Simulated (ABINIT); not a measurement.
The system is ZnO (zincite).

```xyz
4
Lattice="3.2493 0.0000 0.0000 -1.6247 2.8140 0.0000 0.0000 0.0000 5.2057" Properties=species:S:1:pos:R:3 pbc="T T T"
Zn    1.6247    0.9380    0.0000
Zn    0.0000    1.8760    2.6029
O     0.0000    1.8760    4.5759
O     1.6247    0.9380    1.9730
```

Program: ABINIT 10.8.3 (patched build). Alike in all runs: no spin polarisation; cell as given; cutoff (eV) 626; smearing fermi-dirac 0.05 eV.

Problem. Order these runs on this cell by their pressure, lowest first.
A. level WC; potentials or basis JTH PAW PBE v2.0; k mesh 9 × 9 × 5; mesh quality not flagged
B. level PBE; potentials or basis JTH PAW PBE v2.0; k mesh 4 × 4 × 2; mesh quality coarse
C. level RPBE; potentials or basis JTH PAW PBE v2.0; k mesh 9 × 9 × 5; mesh quality not flagged
D. level LDA; potentials or basis JTH PAW LDA v2.0; k mesh 5 × 5 × 3; mesh quality coarse

Solution. D (-7.7 GPa), A (-1.9 GPa), B (4.3 GPa), C (8.9 GPa).

Caveats: some runs use coarse meshes; the PAW data sets were made with another functional, which shifts forces and pressure a little (some runs).
